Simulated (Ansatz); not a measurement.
## BaTiO3: input and output

Input file of Ansatz 0.2.0:

```yaml
crystal:
  lattice:
    - [-3.99122376, -2.83536936, 2.84187136]
    - [0.0, 0.0, 5.68374271]
    - [-3.99122376, 2.83536936, 2.84187136]
  atoms:
    - { symbol: Ba, position: [0.0, 0.0, 0.0] }
    - { symbol: Ba, position: [0.5, 0.5, 0.5] }
    - { symbol: Ti, position: [0.25, 0.26, 0.25] }
    - { symbol: Ti, position: [0.75, 0.76, 0.75] }
    - { symbol: O, position: [0.0, 0.49, 0.0] }
    - { symbol: O, position: [0.5, 0.99, 0.5] }
    - { symbol: O, position: [0.497, 0.487, 0.003] }
    - { symbol: O, position: [0.997, 0.987, 0.503] }
    - { symbol: O, position: [0.003, 0.487, 0.497] }
    - { symbol: O, position: [0.503, 0.987, 0.997] }
kpoints:
  mp_grid: { grid: [4, 4, 4], shift: [0, 0, 0] }
  band_path:
    path:
      - [0.0, 0.0, 0.0]
      - [-0.5, -1.0, -0.5]
      - [-0.49885735, -1.0, -0.50114265]
      - [0.49885735, 0.0, -0.49885735]
      - [0.0, 0.0, 0.0]
      - [-0.5, 0.0, -0.5]
      - [-0.00114265, 0.0, -0.99885735]
      - [-0.99885735, -1.0, -1.00114265]
      - [-1.0, -1.0, -1.0]
      - [-0.5, -1.0, -0.5]
      - [0.0, 0.0, 0.0]
    npoints: 6
magnetization:
  spin_polarized: true
scf:
  occupations: { method: methfessel_paxton, width: 0.0123 }
  lower_state_search: "off"
  max_iter: 200
hamiltonian:
  pseudopotentials: { kind: paw }
  xc: pbe
  hubbard:
    projectors: all-electron-ortho-atomic
    sites: [{ species: Ti, l: d, u: 2.21, j: 0.47 }]
basis:
  ecutwfc: 420
  fft_grid_basis: typed
output:
  forces: true
  stress: true
  eigenvalues: true
  bader: true
  populations: true
  elf: true
  write_potential: true
  volumetric_format: npy
  dos:
    e_range: [-12, 8]
    de: 0.05
    projected: { site_lists: { Ba: [Ba], O: [O], Ti: [Ti] } }
checkpoint:
  read: saved_state
```

The run starts from an earlier solution of this cell. The state carries no moments; the state need not be the lowest.

Output (shortened):

```
SCF iter   1: F=—  Δρ=2.04e-3  dr2=2.18e-3  dr2_m=0.00e0  M=0.000 μB ∫|m|=0.000 μB
SCF iter   2: F=—  S|Δr|=    0.00e0  Δρ=1.43e-3  dr2=8.01e-4  dr2_m=0.00e0  M=0.000 μB ∫|m|=0.000 μB
SCF iter   3: F=—  S|Δr|=    0.00e0  Δρ=4.53e-4  dr2=1.91e-4  dr2_m=0.00e0  M=0.000 μB ∫|m|=0.000 μB
SCF iter   4: F=—  S|Δr|=    0.00e0  Δρ=4.68e-5  dr2=5.54e-6  dr2_m=0.00e0  M=0.000 μB ∫|m|=0.000 μB
SCF iter   5: F=—  S|Δr|=    0.00e0  Δρ=2.07e-5  dr2=1.41e-6  dr2_m=0.00e0  M=0.000 μB ∫|m|=0.000 μB
SCF iter   6: F=—  S|Δr|=    0.00e0  Δρ=8.36e-6  dr2=3.40e-7  dr2_m=0.00e0  M=0.000 μB ∫|m|=0.000 μB
SCF iter   7: F=-20316.0947 eV  S|Δr|=    0.00e0  Δρ=1.91e-6  dr2=1.08e-8  dr2_m=0.00e0  M=0.000 μB ∫|m|=0.000 μB
Magnetization: 0.0000 μB (40.0000 up, 40.0000 down)
Absolute magnetization: 0.0000 μB (∫|ρ↑−ρ↓|)
Spin contamination: 0.0000 ħ² per cell (⟨S²⟩ above its minimum at these occupations)
Per-site moments (μB) at R_I (Å): [(0.0, 1.1488), (0.0, 1.1488), (0.0, 0.7855), (0.0, 0.7855), (0.0, 0.8245), (0.0, 0.8245), (0.0, 0.7855), (0.0, 0.7855), (0.0, 0.7855), (0.0, 0.7855)]
Free energy (F): -20316.0947 eV
Harris-Foulkes:  -20316.0947 eV  (|F-HF|=6.93e-9)
Internal energy: -20316.0947 eV  (E = F + TS)
E sigma→0 (E₀):  -20316.0947 eV
Fermi energy:    11.4248 eV
--- Per-component energies (eV) ---
  E_band       = -284.8874
  E_kinetic    = 1941.0052
  E_local      = -4208.9622  (includes V_loc(G=0)·N_el)
  E_nonlocal   = 406.0289
  E_hartree    = 1642.5525
  E_xc         = -983.4946
  E_vxc        = -1092.9985  (∫ρ·V_xc dr)
  E_hubbard    = 3.0429  (on-site DFT+U / exact-exchange correction)
  E_vhub       = 2.0849  (the Hubbard potential's part of the band-sum identity)
  E_paw        = -13488.6732  (= ΣΔE_a)
  E_vpaw       = -617.1659  (= ΣTr[D̂ρ^β])
  E_aug_tail   = 0.0147  (compensation charges beyond the density's cutoff)
  E_ewald      = -5627.6088
  E_smearing   =  0.0000  (= −TS)
--- Forces (eV/Å), atoms counted from 1 ---
  atom   1  Ba     0.0000     0.0000     0.0124
  atom   2  Ba     0.0000     0.0000     0.0124
  atom   3  Ti     0.0000     0.0000     0.0887
  atom   4  Ti     0.0000     0.0000     0.0887
  atom   5  O      0.0000     0.0000    -0.0226
  atom   6  O      0.0000     0.0000    -0.0226
  atom   7  O      0.0000     0.0384    -0.0393
  atom   8  O      0.0000     0.0384    -0.0393
  atom   9  O      0.0000    -0.0384    -0.0393
  atom  10  O      0.0000    -0.0384    -0.0393
--- Stress (GPa, compression-positive) ---
        3.1593       0.0000       0.0000
        0.0000       3.4860       0.0000
        0.0000       0.0000       3.4595
  P = ⅓ Tr σ = 3.3683 GPa (33.683 kbar)
--- Löwdin populations: 10 sites ---
  site symbol       q [e]    m [muB]
     0     Ba      8.2265     0.0000
     1     Ba      8.2265     0.0000
     2     Ti     10.7261     0.0000
     3     Ti     10.7261     0.0000
     4      O      6.9028     0.0000
     5      O      6.9028     0.0000
     6      O      6.8905     0.0000
     7      O      6.8905     0.0000
     8      O      6.8905     0.0000
     9      O      6.8905     0.0000
  spilling = 0.0091 (of n_electrons = 80.0000)
--- Bader charges: 10 sites ---
  site symbol  charge [e]  shift [e]    m [muB]
     0     Ba      1.5327     0.0000     0.0000
     1     Ba      1.5327     0.0000     0.0000
     2     Ti      2.2635     0.0032     0.0000
     3     Ti      2.2635     0.0032     0.0000
     4      O     -1.2727     0.0009     0.0000
     5      O     -1.2727     0.0009     0.0000
     6      O     -1.2617     0.0012     0.0000
     7      O     -1.2617     0.0012     0.0000
     8      O     -1.2617     0.0012     0.0000
     9      O     -1.2617     0.0012     0.0000
```

Origin: a database entry at a rescaled volume. Caveats: the input typed no starting moments.
